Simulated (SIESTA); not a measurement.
**InAs under changes of volume**

One of the cells (27.489 Å³/atom); the others are scaled copies at fixed shape and fractional positions:

```
In As
1.0
     0.00000    3.01800    3.01800
     3.01800    0.00000    3.01800
     3.01800    3.01800    0.00000
In As
1 1
Direct
  0.00000 0.00000 0.00000
  0.75000 0.75000 0.75000
```

| Item | Value |
| --- | --- |
| Program | SIESTA 5.4.2 |
| Functional | PBE |
| Potentials or basis | PseudoDojo 0.4 standard (PBE files) |
| Basis | DZ (energy shift 0.01 Ry) |
| Grid cutoff | 500 Ry |
| Energy shift | 0.01 Ry |
| k mesh | 8 × 8 × 8 |
| Occupations | fermi-dirac, width 0.05 eV |
| Spin | no spin polarisation |

```csv
volume (Å³/atom),energy over the lowest point (meV/atom),pressure (GPa)
25.840,83.66,8.9
26.389,56.36,7.0
26.939,?,?
27.489,19.75,3.8
28.039,8.78,2.5
28.588,2.34,1.2
29.138,0.00,0.2
```

Q: What does the run at 26.939 Å³/atom give?

A: Energy over the lowest point 35.35 meV/atom; pressure 5.3 GPa.

Worked out: A Birch-Murnaghan fit of order 3 (a polynomial in V^(-2/3)) to the other rows has its minimum at 29.24 Å³/atom, just outside them, with B0 = V·E''(V) = 54 GPa and B' = 4.7. It gives 35.31 meV/atom at 26.939 Å³/atom, against the run's 35.35, and -dE/dV = 5.3 GPa, against 5.3.

Energies are extrapolated to zero smearing.

Caveats: the basis has no polarisation orbitals; semicore shells carry a single zeta, which can move pressures by several GPa and volumes by a few percent; the basis of atomic orbitals isn't converged, which shifts pressures, moduli and gaps.
